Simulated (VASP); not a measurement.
# Na (I4/mmm) in VASP: a series of runs

One crystal, Na, is run at these levels: PBEsol; tasks: single point.

Program: VASP 6.6.1. These are calculated values, not measurements. Logs are shortened: lines on timing, memory, paths and dates and some standing lists are left out, and cuts for length are marked.

## Step 1: Starting point

It takes space group I4/mmm (No. 139, tetragonal). The conventional cell has a = 4.471 Å, b = 4.471 Å, c = 3.800 Å, α = 90.00°, β = 90.00°, γ = 90.00°. Na (site symmetry 4/mmm) has 10 Na at 3.69 to 3.80 Å as nearest neighbours.

This isn't the form of Na at room conditions, which is bcc.

## Step 2: Single point, PBEsol

INCAR

```
PREC     = Accurate       # precision mode
ENCUT    = 520            # plane-wave cutoff, eV
EDIFF    = 1E-6           # SCF threshold, eV
ISMEAR   = 0              # smearing method
SIGMA    = 0.15           # smearing width, eV
LREAL    = False          # projectors in reciprocal space
LASPH    = True           # aspherical terms in the spheres
NELM     = 100            # most SCF steps
ALGO     = Fast           # electronic algorithm
ISIF     = 2              # what is computed and relaxed
LWAVE    = False          # write WAVECAR
LCHARG   = False          # write CHGCAR
GGA      = PS             # functional
NBANDS   = 10             # bands
```

KPOINTS

```
Automatic mesh
0
Gamma
  18 18 18
```

POSCAR

```
Na
1.0
   -2.2353752790      2.2353752790      1.9000689872
    2.2353752790     -2.2353752790      1.9000689872
    2.2353752790      2.2353752790     -1.9000689872
Na
1
Direct
    0.0000000000      0.0000000000      0.0000000000
```

Potentials or basis: VASP PAW PBE potentials, release 64 (Na_pv).

Run with:

```console
> cat potpaw_PBE.64/Na_pv/POTCAR > POTCAR
> mpirun -np 1 vasp_std > vasp.out
```

OUTCAR:

```text
PREC = Accurate
   ENCUT = 520
   EDIFF = 1E-6
   ISMEAR = 0
   LREAL = False
   LASPH = True
   NELM = 100
   ISIF = 2
   GGA = PS

 ion  position               nearest neighbor table
   1  0.000  0.000  0.000-

  LATTYP: Found a body centered tetragonal cell.
 ALAT       =     4.4707505580
 C/A-ratio  =     0.8500000000

  Lattice vectors:

 A1 = (  -2.2353752790,   2.2353752790,   1.9000689872)
 A2 = (   2.2353752790,  -2.2353752790,   1.9000689872)
 A3 = (   2.2353752790,   2.2353752790,  -1.9000689872)

Analysis of symmetry for initial positions (statically):
=====================================================================
 Subroutine PRICEL returns:
 Original cell was already a primitive cell.

 Routine SETGRP: Setting up the symmetry group for a
 body centered tetragonal supercell.

 Subroutine GETGRP returns: Found 16 space group operations
 (whereof 16 operations were pure point group operations)
 out of a pool of 16 trial point group operations.

The static configuration has the point symmetry D_4h.

Analysis of symmetry for dynamics (positions and initial velocities):
=====================================================================
 Subroutine PRICEL returns:
 Original cell was already a primitive cell.

 Routine SETGRP: Setting up the symmetry group for a
 body centered tetragonal supercell.

 Subroutine GETGRP returns: Found 16 space group operations
 (whereof 16 operations were pure point group operations)
 out of a pool of 16 trial point group operations.

The dynamic configuration has the point symmetry D_4h.

 Subroutine INISYM returns: Found 16 space group operations
 (whereof 16 operations are pure point group operations),
 and found     1 'primitive' translations

----------------------------------------------------------------------------------------

                                     Primitive cell

  volume of cell :      37.9778

  direct lattice vectors                    reciprocal lattice vectors
    -2.235375279  2.235375279  1.900068987     0.000000000  0.223676089  0.263148340
     2.235375279 -2.235375279  1.900068987     0.223676089  0.000000000  0.263148340
     2.235375279  2.235375279 -1.900068987     0.223676089  0.223676089  0.000000000

  length of vectors
     3.688369210  3.688369210  3.688369210     0.345366532  0.345366532  0.316325759

  position of ions in fractional coordinates (direct lattice)
     0.000000000  0.000000000  0.000000000

  ion indices of the primitive-cell ions
   primitive index   ion index
                 1           1

----------------------------------------------------------------------------------------

 KPOINTS: Automatic mesh

Automatic generation of k-mesh.
 Grid dimensions read from file:
 generate k-points for:   18   18   18

 Generating k-lattice:

  Cartesian coordinates                     Fractional coordinates (reciprocal lattice)
     0.000000000  0.012426449  0.014619352     0.055555556  0.000000000 -0.000000000
     0.012426449  0.000000000  0.014619352     0.000000000  0.055555556 -0.000000000
     0.012426449  0.012426449  0.000000000     0.000000000  0.000000000  0.055555556

  Length of vectors
     0.019187030  0.019187030  0.017573653

  Shift w.r.t. Gamma in fractional coordinates (k-lattice)
     0.000000000  0.000000000  0.000000000

 Subroutine IBZKPT returns following result:
 ===========================================

 Found    480 irreducible k-points:

 Following reciprocal coordinates:
            Coordinates               Weight
  0.000000  0.000000  0.000000      1.000000
  0.055556 -0.000000  0.000000      8.000000
  0.111111 -0.000000  0.000000      8.000000
  0.166667 -0.000000  0.000000      8.000000
  0.222222 -0.000000  0.000000      8.000000
  0.277778 -0.000000  0.000000      8.000000
[... 16 lines left out ...]
 -0.277778  0.055556 -0.000000     16.000000
 -0.222222  0.055556 -0.000000     16.000000
 [... further k-points ...]
   k-points           NKPTS =    480   k-points in BZ     NKDIM =    480   number of bands    NBANDS=     10
   number of dos      NEDOS =    301   number of ions     NIONS =      1
   total plane-waves  NPLWV =  21952
   dimension x,y,z NGX =    28 NGY =   28 NGZ =   28
   dimension x,y,z NGXF=    56 NGYF=   56 NGZF=   56
   ions per type =               1
   NGX,Y,Z   is equivalent  to a cutoff of  12.62, 12.62, 12.62 a.u.
   NGXF,Y,Z  is equivalent  to a cutoff of  25.24, 25.24, 25.24 a.u.
 SYSTEM =  unknown system
   PREC   = accura    normal or accurate (medium, high low for compatibility)
   ISTART =      0    job   : 0-new  1-cont  2-samecut
   ICHARG =      2    charge: 1-file 2-atom 10-const
   ISPIN  =      1    spin polarized calculation?
   LNONCOLLINEAR =      F non collinear calculations
   LSORBIT =      F    spin-orbit coupling
   LASPH  =      T    aspherical Exc in radial PAW
   ENCUT  =  520.0 eV  38.22 Ry    6.18 a.u.   6.86  6.86  6.86*2*pi/ulx,y,z
   NELM   =    100;   NELMIN=  2; NELMDL= -5     # of ELM steps
   EDIFF  = 0.1E-05   stopping-criterion for ELM
   LREAL  =      F    real-space projection
   EDIFFG = 0.1E-04   stopping-criterion for IOM
   NSW    =      0    number of steps for IOM
   IBRION =     -1    ionic relax: 0-MD 1-quasi-New 2-CG
   NFREE  =      0    steps in history (QN), initial steepest desc. (CG)
   ISIF   =      2    stress and relaxation
   ISYM   =      2    0-nonsym 1-usesym 2-fastsym
   POTIM  = 0.5000    time-step for ionic-motion
   TEBEG  =    0.0;   TEEND  =   0.0 temperature during run
   PSTRESS=    0.0 pullay stress
   NELECT =       7.0000    total number of electrons
   NUPDOWN=      -1.0000    fix difference up-down
   EMIN   =  10.00;   EMAX   =-10.00  energy-range for DOS
   EFERMI =   0.00;   METHOD = LEGACY
   ISMEAR =     0;   SIGMA  =   0.15  broadening in eV -4-tet -1-fermi 0-gaus
   EFERMI_NEDOS =   21; number of points for ismear=-14 and -15
   IALGO  =     68    algorithm
   IMIX   =      4    mixing-type and parameters
     AMIX     =   0.40;   BMIX     =  1.00
     AMIX_MAG =   1.60;   BMIX_MAG =  1.00
  volume/ion in A,a.u.               =      37.98       256.29
  Fermi-wavevector in a.u.,A,eV,Ry     =   0.931674  1.760609 11.810087  0.868017
  Thomas-Fermi vector in A             =   2.058192
   LORBIT       =      0    0 simple, 1 ext, 2 COOP (PROOUT), +10 PAW based schemes
   GGA     = PS    functional components
   LHFCALC =     F    Hartree Fock is set to
   AEXX    =    0.0000 exact exchange contribution
   IVDW    =     0    specifies the selected vdW correction
   LEPSILON=     F    determine dielectric tensor
   LRPA    =     F    only Hartree local field effects (RPA)
 non-spin polarized calculation
 RMM-DIIS sequential band-by-band and
 Gauss-broadening in eV      SIGMA  =   0.15
  energy-cutoff  :      520.00
  volume of cell :       37.98
 maximum number of plane-waves:      1045
   NGX = 13   NGY = 13   NGZ = 13

 number of electron       7.0000001 magnetization

 Free energy of the ion-electron system (eV)
  ---------------------------------------------------
  ext. energy  EPLUGINS =         0.00000000
  ---------------------------------------------------
  free energy    TOTEN  =        -1.39488142 eV

  energy without entropy =       -1.38982147  energy(sigma->0) =       -1.39235144

 E-fermi :   0.2422     XC(G=0):  -6.4372

 val. band max:        0.2343653042   @ k =   0.2222   0.2222   0.0556
 cond. band min:       0.2636623579   @ k =   0.5000   0.1667   0.0000
 fundamental gap:      0.0292970536
 Fermi energy:         0.2421755549

 k-point     1 :       0.0000    0.0000    0.0000
  band No.  band energies     occupation
      1     -24.5754      2.00000
      2     -24.5738      2.00000
      3     -24.5738      2.00000
      4      -2.9890      2.00000
      5      10.2858      0.00000
      6      11.6480      0.00000
      7      11.7748      0.00000
      8      11.7748      0.00000
      9      12.8952      0.00000
     10      12.8952      0.00000

 k-point     2 :       0.0556   -0.0000    0.0000
  band No.  band energies     occupation
      1     -24.5762      2.00000
      2     -24.5741      2.00000
      3     -24.5741      2.00000
      4      -2.9317      2.00000
      5      10.0088      0.00000
      6      10.9740      0.00000
      7      12.1018      0.00000
      8      12.1500      0.00000
      9      12.3945      0.00000
     10      12.4834      0.00000

 k-point     3 :       0.1111   -0.0000    0.0000
  band No.  band energies     occupation
      1     -24.5790      2.00000
      2     -24.5751      2.00000
      3     -24.5746      2.00000
      4      -2.7604      2.00000
      5       9.5152      0.00000
      6      10.0665      0.00000
      7      10.9896      0.00000
      8      11.6269      0.00000
      9      12.6936      0.00000
     10      13.0027      0.00000

 k-point     4 :       0.1667   -0.0000    0.0000
  band No.  band energies     occupation
      1     -24.5836      2.00000
      2     -24.5766      2.00000
      3     -24.5751      2.00000
      4      -2.4762      2.00000
      5       8.7953      0.00000
      6       9.0393      0.00000
      7      10.2351      0.00000
      8      10.8950      0.00000
      9      12.2113      0.00000
     10      13.6319      0.00000
[... 222 lines left out ...]
 k-point    22 :      -0.3333    0.0556    0.0000
  band No.  band energies     occupation
      1     -24.5973      2.00000
      2     -24.5816      2.00000
      3     -24.5767      2.00000
      4      -1.2971      2.00000
      5       5.5442      0.00000
      6       7.4508      0.00000
      7       9.2937      0.00000
      8       9.6459      0.00000
      9      11.6499      0.00000
     10      15.1706      0.00000

 k-point    23 :      -0.2778    0.0556   -0.0000
  band No.  band energies     occupation
      1     -24.5916      2.00000
      2     -24.5797      2.00000
      3     -24.5760      2.00000
      4      -1.8453      2.00000
      5       6.8141      0.00000
      6       7.7773      0.00000
      7       9.6019      0.00000
      8      10.1658      0.00000
      9      12.1505      0.00000
     10      14.7573      0.00000

 k-point    24 :      -0.2222    0.0556   -0.0000
  band No.  band energies     occupation
      1     -24.5859      2.00000
      2     -24.5778      2.00000
      3     -24.5754      2.00000
      4      -2.2863      2.00000
      5       7.8713      0.00000
      6       8.4685      0.00000
      7      10.0177      0.00000
      8      10.7858      0.00000
      9      12.7025      0.00000
     10      14.1231      0.00000

 [... further k-points ...]

------------------------ aborting loop because EDIFF is reached ----------------------------------------

  FORCE on cell =-STRESS in cart. coord.  units (eV):
  Direction    XX          YY          ZZ          XY          YZ          ZX
  --------------------------------------------------------------------------------------
  -------------------------------------------------------------------------------------
  Total       -0.0884624     -0.0884624      0.0461166      0.0000000     -0.0000000      0.0000000
  in kB       -3.7319780     -3.7319780      1.9455286      0.0000000     -0.0000000      0.0000000
  external PRESSURE =      -1.8394758 kB  Pullay stress =       0.0000000 kB

 VOLUME and BASIS-vectors are now :
 -----------------------------------------------------------------------------
  energy-cutoff  :      520.00
  volume of cell :       37.98
      direct lattice vectors                 reciprocal lattice vectors
    -2.235375279  2.235375279  1.900068987     0.000000000  0.223676089  0.263148340
     2.235375279 -2.235375279  1.900068987     0.223676089  0.000000000  0.263148340
     2.235375279  2.235375279 -1.900068987     0.223676089  0.223676089  0.000000000

 POSITION                                       TOTAL-FORCE (eV/Angst)
 -----------------------------------------------------------------------------------
      0.00000      0.00000      0.00000        -0.000000      0.000000      0.000000
 -----------------------------------------------------------------------------------
    total drift:                               -0.000000     -0.000000     -0.000000

  FREE ENERGIE OF THE ION-ELECTRON SYSTEM (eV)
  ---------------------------------------------------
  free  energy   TOTEN  =        -1.3948814164 eV

  energy  without entropy=       -1.3898214680  energy(sigma->0) =       -1.39235144
```

Run time: 59 s. Hardware: 1 thread of Intel Xeon 6975P-C (Granite Rapids), shared host; peak memory 0.26 GiB.

Results:

```yaml
Free_energy: -1.3949 eV
Pressure: -0.2 GPa
Band_gap_on_the_k_mesh: none (metal or under the smearing width)
```

Stress tensor (GPa, compression positive):
```
-0.37  0.00  0.00
 0.00 -0.37  0.00
 0.00  0.00  0.19
```

Caveat: the PAW data sets were made with another functional, which shifts forces and pressure a little.

## Step 3: Single point, PBEsol

INCAR

```
SYSTEM = Na
ALGO = Fast
EDIFF = 1E-6
ENCUT = 520
GGA = PS
ISIF = 2
ISMEAR = 0
LASPH = .True.
LCHARG = .True.
LELF = .True.
LREAL = .False.
LVHAR = .True.
LWAVE = .False.
NBANDS = 10
NELM = 100
PREC = Accurate
SIGMA = 0.15
```

KPOINTS

```
k-points
0
Gamma
  18 18 18
  0 0 0
```

POSCAR

```
Na
1.0
   -1.9926437912      1.9926437912      2.3911725494
    1.9926437912     -1.9926437912      2.3911725494
    1.9926437912      1.9926437912     -2.3911725494
Na
1
Direct
    0.0000000000      0.0000000000      0.0000000000
```

Potentials or basis: VASP PAW PBE potentials, release 64 (Na_pv).

Run with:

```console
> cat potpaw_PBE.64/Na_pv/POTCAR > POTCAR
> mpirun -np 1 vasp_std > vasp.out
```

Wall time 63 s (1 thread of Intel Xeon 6975P-C (Granite Rapids), shared host); peak memory 0.26 GiB.

The run converged. Its results:

```yaml
Free_energy: -1.4002 eV
Pressure: -0.2 GPa
Band_gap_on_the_k_mesh: none (metal or under the smearing width)
```

Levels at points of the mesh, in eV from the Fermi level:
```
           k point  band 1  band 2  band 3  band 4  band 5  band 6  band 7  band 8
(0.00, 0.00, 0.00)  -24.80  -24.80  -24.80   -3.23   10.98   10.98   11.50   12.26
(0.50, 0.00, 0.00)  -24.84  -24.81  -24.81    0.59    1.00    8.99    9.91   10.02
(0.50, 0.50, 0.00)  -24.84  -24.82  -24.81    1.22    1.76    6.86    7.73    7.82
(0.50, 0.50, 0.50)  -24.84  -24.82  -24.82    2.99    3.39    5.31    5.91    5.91
```

Caveat: the PAW data sets were made with another functional, which shifts forces and pressure a little.
